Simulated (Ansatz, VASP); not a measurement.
**Cross-check of Si24O47 (V_O) between VASP and Ansatz**

One calculation is typed for both programs; each brings its own data sets. How far apart do they land? The cell is taken from a series of runs on this material, whose earlier steps may have relaxed, scaled, displaced or heated it; both programs get it as it stands.

Calculated with Ansatz 0.2.0; plane waves, with VASP 6.6.1 beside it; single point at HSE06.

### Step 1. The structure

The cell holds 71 atoms: 24 Si and 47 O. Cell: a = 9.897 Å, b = 9.897 Å, c = 10.883 Å, α = 90.0°, β = 90.0°, γ = 120.0°. It derives from SiO2 (SiO2 (P3_121)). Nearest the centre at fractional (0.294, 0.427, 0.559): Si12 at 1.25 Å, Si4 at 1.41 Å, O45 at 2.14 Å, O30 at 2.41 Å, O46 at 2.45 Å, O25 at 2.45 Å, O32 at 2.56 Å, O33 at 2.71 Å.

As a file:

```
Si O
1.0
     9.89681    0.00000    0.00000
    -4.94840    8.57089    0.00000
     0.00000    0.00000   10.88264
Si O
24 47
Direct
  0.26174 0.26021 0.00054
  0.99727 0.23944 0.33745
  0.23503 0.99706 0.16839
  0.26439 0.27993 0.51775
  0.99951 0.23587 0.83171
  0.23650 0.99227 0.67052
  0.26589 0.76256 0.99990
  0.99903 0.73241 0.33447
  0.23829 0.49990 0.16804
  0.26733 0.75257 0.49544
  0.99756 0.73714 0.83740
  0.24680 0.46898 0.65063
  0.77049 0.27339 0.99906
  0.48887 0.24559 0.33928
  0.74432 0.00698 0.16453
  0.75422 0.26509 0.50303
  0.49985 0.23384 0.83428
  0.73352 0.99934 0.66725
  0.76291 0.76592 0.00099
  0.50677 0.74326 0.32867
  0.73149 0.50216 0.16837
  0.76804 0.76893 0.50090
  0.49776 0.72367 0.82567
  0.73255 0.50254 0.66973
  0.12758 0.22167 0.41335
  0.29433 0.42238 0.06288
  0.07699 0.36882 0.22969
  0.20096 0.12411 0.10347
  0.35505 0.08095 0.28196
  0.42296 0.31961 0.44124
  0.12939 0.20433 0.89464
  0.07922 0.35776 0.71875
  0.21849 0.12900 0.60519
  0.37027 0.06856 0.77604
  0.42402 0.28998 0.94055
  0.13170 0.70172 0.39260
  0.30376 0.92557 0.06648
  0.07218 0.85987 0.22455
  0.20696 0.63026 0.10620
  0.37204 0.57813 0.27341
  0.43418 0.80949 0.42972
  0.13173 0.70927 0.89568
  0.28482 0.89828 0.57502
  0.07001 0.87069 0.73198
  0.22396 0.59944 0.57720
  0.37782 0.55909 0.75866
  0.41800 0.77752 0.93113
  0.61333 0.20867 0.40507
  0.79207 0.43270 0.05959
  0.56838 0.36824 0.22668
  0.72024 0.14474 0.10789
  0.87432 0.07443 0.27344
  0.90978 0.29508 0.43253
  0.63589 0.20951 0.89416
  0.79347 0.42940 0.56513
  0.56948 0.36664 0.72733
  0.70305 0.13211 0.60838
  0.85966 0.07253 0.77820
  0.93231 0.30686 0.93443
  0.63731 0.71366 0.39318
  0.79699 0.93254 0.05492
  0.58013 0.87147 0.21976
  0.70346 0.63758 0.11093
  0.86092 0.57097 0.27720
  0.92965 0.79450 0.44218
  0.63365 0.70354 0.89186
  0.79977 0.93214 0.56098
  0.57100 0.85932 0.72143
  0.70448 0.63557 0.60753
  0.86293 0.57567 0.77752
  0.92659 0.79403 0.94616
```

### Step 2. VASP: single point, HSE06

With cell and atoms fixed, the geometry can't cause a difference; cores, projectors, grids and the points listed under the comparison can.

Lines of VASP's logs that name or quote its potential files are left out, and so is its time.

The run reads the wave functions of an earlier VASP run, which isn't shown here.

Input file INCAR:

```
SYSTEM = Si24O47
PREC = Accurate
ENCUT = 520
EDIFF = 1E-06
NELM = 100
ISMEAR = 0
SIGMA = 0.01
LREAL = Auto
ALGO = Normal
LHFCALC = .TRUE.
AEXX = 0.25
GGA = PE
HFSCREEN = 0.208
LASPH = .TRUE.
NBANDS = 238
PRECFOCK = Fast
LORBIT = 11
LWAVE = .FALSE.
LCHARG = .FALSE.
ISIF = 2
```

Input file POSCAR:

```
Si24O47
1.0
    9.8968061413      0.0000000000      0.0000000000
   -4.9484030706      8.5708855347      0.0000000000
    0.0000000000      0.0000000000     10.8826431829
Si O
24 47
Direct
    0.2617400000      0.2602100000      0.0005400000
    0.9972700000      0.2394400000      0.3374500000
    0.2350300000      0.9970600000      0.1683900000
    0.2643900000      0.2799300000      0.5177500000
    0.9995100000      0.2358700000      0.8317100000
    0.2365000000      0.9922700000      0.6705200000
    0.2658900000      0.7625600000      0.9999000000
    0.9990300000      0.7324100000      0.3344700000
    0.2382900000      0.4999000000      0.1680400000
    0.2673300000      0.7525700000      0.4954400000
    0.9975600000      0.7371400000      0.8374000000
    0.2468000000      0.4689800000      0.6506300000
    0.7704900000      0.2733900000      0.9990600000
    0.4888700000      0.2455900000      0.3392800000
    0.7443200000      0.0069800000      0.1645300000
    0.7542200000      0.2650900000      0.5030300000
    0.4998500000      0.2338400000      0.8342800000
    0.7335200000      0.9993400000      0.6672500000
    0.7629100000      0.7659200000      0.0009900000
    0.5067700000      0.7432600000      0.3286700000
    0.7314900000      0.5021600000      0.1683700000
    0.7680400000      0.7689300000      0.5009000000
    0.4977600000      0.7236700000      0.8256700000
    0.7325500000      0.5025400000      0.6697300000
    0.1275800000      0.2216700000      0.4133500000
    0.2943300000      0.4223800000      0.0628800000
    0.0769900000      0.3688200000      0.2296900000
    0.2009600000      0.1241100000      0.1034700000
    0.3550500000      0.0809500000      0.2819600000
    0.4229600000      0.3196100000      0.4412400000
    0.1293900000      0.2043300000      0.8946400000
    0.0792200000      0.3577600000      0.7187500000
    0.2184900000      0.1290000000      0.6051900000
    0.3702700000      0.0685600000      0.7760400000
    0.4240200000      0.2899800000      0.9405500000
    0.1317000000      0.7017200000      0.3926000000
    0.3037600000      0.9255700000      0.0664800000
    0.0721800000      0.8598700000      0.2245500000
    0.2069600000      0.6302600000      0.1062000000
    0.3720400000      0.5781300000      0.2734100000
    0.4341800000      0.8094900000      0.4297200000
    0.1317300000      0.7092700000      0.8956800000
    0.2848200000      0.8982800000      0.5750200000
    0.0700100000      0.8706900000      0.7319800000
    0.2239600000      0.5994400000      0.5772000000
    0.3778200000      0.5590900000      0.7586600000
    0.4180000000      0.7775200000      0.9311300000
    0.6133300000      0.2086700000      0.4050700000
    0.7920700000      0.4327000000      0.0595900000
    0.5683800000      0.3682400000      0.2266800000
    0.7202400000      0.1447400000      0.1078900000
    0.8743200000      0.0744300000      0.2734400000
    0.9097800000      0.2950800000      0.4325300000
    0.6358900000      0.2095100000      0.8941600000
    0.7934700000      0.4294000000      0.5651300000
    0.5694800000      0.3666400000      0.7273300000
    0.7030500000      0.1321100000      0.6083800000
    0.8596600000      0.0725300000      0.7782000000
    0.9323100000      0.3068600000      0.9344300000
    0.6373100000      0.7136600000      0.3931800000
    0.7969900000      0.9325400000      0.0549200000
    0.5801300000      0.8714700000      0.2197600000
    0.7034600000      0.6375800000      0.1109300000
    0.8609200000      0.5709700000      0.2772000000
    0.9296500000      0.7945000000      0.4421800000
    0.6336500000      0.7035400000      0.8918600000
    0.7997700000      0.9321400000      0.5609800000
    0.5710000000      0.8593200000      0.7214300000
    0.7044800000      0.6355700000      0.6075300000
    0.8629300000      0.5756700000      0.7775200000
    0.9265900000      0.7940300000      0.9461600000
```

Input file KPOINTS:

```
Automatic mesh
0
Gamma
1 1 1
0 0 0
```

PAW data sets: Si and O (PBE family, release 64).

On the command line:

```
export OMP_NUM_THREADS=3
mpirun -np 1 vasp_gam
```

Numbers of over 12 decimals in the logs are rounded to 6 here.

The log of the run:

```text
[banner, memory and clock lines left out]
running    1 mpi-ranks, on    1 nodes
[...]
Offloading initialized ...    1 GPUs detected
[...]
LDA part: xc-table for (Slater+PW92), standard interpolation
 found WAVECAR, reading the header
 POSCAR, INCAR and KPOINTS ok, starting setup
[...]
reading WAVECAR
 the WAVECAR file was read successfully
 initial charge from wavefunction
 entering main loop
       N       E                     dE             d eps       ncg     rms          rms(c)
DAV:   1    -0.687168710789E+03   -0.68717E+03   -0.11429E+01   544   0.870E+00    0.154E+01
DAV:   2    -0.687258014623E+03   -0.89304E-01   -0.46575E-01   560   0.144E+00    0.112E+01
DAV:   3    -0.687220846786E+03    0.37168E-01   -0.41566E-02   560   0.413E-01    0.673E+00
DAV:   4    -0.687212800580E+03    0.80462E-02   -0.13567E-02   568   0.215E-01    0.384E+00
[...]
DAV:   9    -0.687209254077E+03    0.16661E-04   -0.14552E-05   560   0.107E-02    0.225E-01
DAV:  10    -0.687209251607E+03    0.24703E-05   -0.50610E-06   544   0.673E-03    0.127E-01
DAV:  11    -0.687209252357E+03   -0.75026E-06   -0.17467E-06   368   0.437E-03
   1 F= -.68720925E+03 E0= -.68720925E+03  d E =-.298159E-16
```

OUTCAR, selected parts (step 2):

```text
  Total      -14.7530049    -21.0534379    -17.6796660      1.6015038     -4.4766680      0.2372630
  in kB      -25.6056568    -36.5408342    -30.6852377      2.7796071     -7.7698086      0.4117992
  external PRESSURE =     -30.9439096 kB  Pullay stress =       0.0000000 kB

 POSITION                                       TOTAL-FORCE (eV/Angst)
 -----------------------------------------------------------------------------------
      1.30277      2.23023      0.00588         0.010878      0.006768      0.001869
      8.68494      2.05221      3.67235         0.021337     -0.002553      0.025207
     -2.60781      8.54569      1.83253        -0.068404      0.005182      0.029134
      1.23141      2.39925      5.63449         0.068885     -0.297683     -0.171409
      8.72478      2.02161      9.05120         0.017109     -0.009603     -0.009261
     -2.56956      8.50463      7.29703        -0.020977     -0.019577     -0.014726
     -1.14199      6.53581     10.88155         0.028443     -0.024452     -0.018625
      6.26295      6.27740      3.63992         0.022677     -0.034100     -0.001675
     -0.11540      4.28459      1.82872        -0.048853     -0.013489     -0.010715
     -1.07831      6.45019      5.39170         0.002824      0.014808      0.006020
      6.22499      6.31794      9.11313         0.020285     -0.019690      0.019283
      0.12183      4.01957      7.08057        -0.269099      0.138694      0.186504
      6.27255      2.34319     10.87241         0.006924      0.028913      0.008490
      3.62297      2.10492      3.69226         0.040243     -0.052306     -0.026657
[...]
-----------------------------------------------------------------------------------
    total drift:                                0.003920     -0.001429     -0.007896

  FREE ENERGIE OF THE ION-ELECTRON SYSTEM (eV)
  ---------------------------------------------------
  free  energy   TOTEN  =      -687.2092523573 eV

  energy  without entropy=     -687.2092523573  energy(sigma->0) =     -687.20925236

[... 3 further parts left out ...]
[key lines of the parts left out:]
E-fermi :   0.3148
```

The run ends at a pressure of -3.09 GPa, with forces up to 0.36 eV/Å.

[end of part 1 of 2]

[Lines on the potential files, build, host, timing and source positions are cut from VASP's logs without a mark.]

[Logs are printed without paths, hosts, clocks, repeated set-up lines and the standing remarks that a program may print on its own settings, such as how far it seeks lower states.]

[Hosts, paths, dates, database ids (printed as entryN), source tags and the programs' standing remarks are cut or masked in the printed files.]
